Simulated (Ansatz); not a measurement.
Crystal: MoS2.

```
CELL_PARAMETERS angstrom
1.58000 0.91221 6.15000
-1.58000 0.91221 6.15000
0.00000 -1.82443 6.15000
ATOMIC_POSITIONS crystal
Mo 0.00000 0.00000 0.00000
S 0.41700 0.41700 0.41700
S 0.25000 0.25000 0.25000
```

Measurements of this composition are mostly on another form, of space group No. 194.

Base run:

| Quantity | Value |
| --- | --- |
| Program | Ansatz 0.2.0 |
| Functional | PBEsol |
| Potentials or basis | all-electron LAPW, scalar-relativistic |
| Cutoff | 246 eV |
| Density cutoff | 983 eV |
| Basis error allowed | 0.002 eV/atom |
| k mesh | 10 × 10 × 10 |
| Occupations | fermi-dirac, width 0.05 eV |
| Spin | no spin polarisation |
| Hubbard terms | Mo d U = 6 eV |

Its results: band gap on the k mesh 0.88 eV, indirect (least direct gap 1.58 eV); pressure 0.5 GPa; largest force 0.234 eV/Å.

**Question.** After a change of settings the same cell gave: band gap on the k mesh 0.95 eV, indirect (least direct gap 1.79 eV); pressure 0.3 GPa; largest force 0.244 eV/Å. Which change was it?
A. potentials or basis from all-electron LAPW, scalar-relativistic to all-electron LAPW, non-relativistic; hubbard terms from Mo d U = 6 eV to none
B. hubbard terms from Mo d U = 6 eV to Mo d U = 8 eV
C. hubbard terms from Mo d U = 6 eV to Mo d U = 4 eV
D. functional from PBEsol to LDA; hubbard terms from Mo d U = 6 eV to none

**Answer.** C.

Caveats: U is the effective U less J, on atomic orbitals that reach past the spheres.

Not every run made on this cell is shown here.
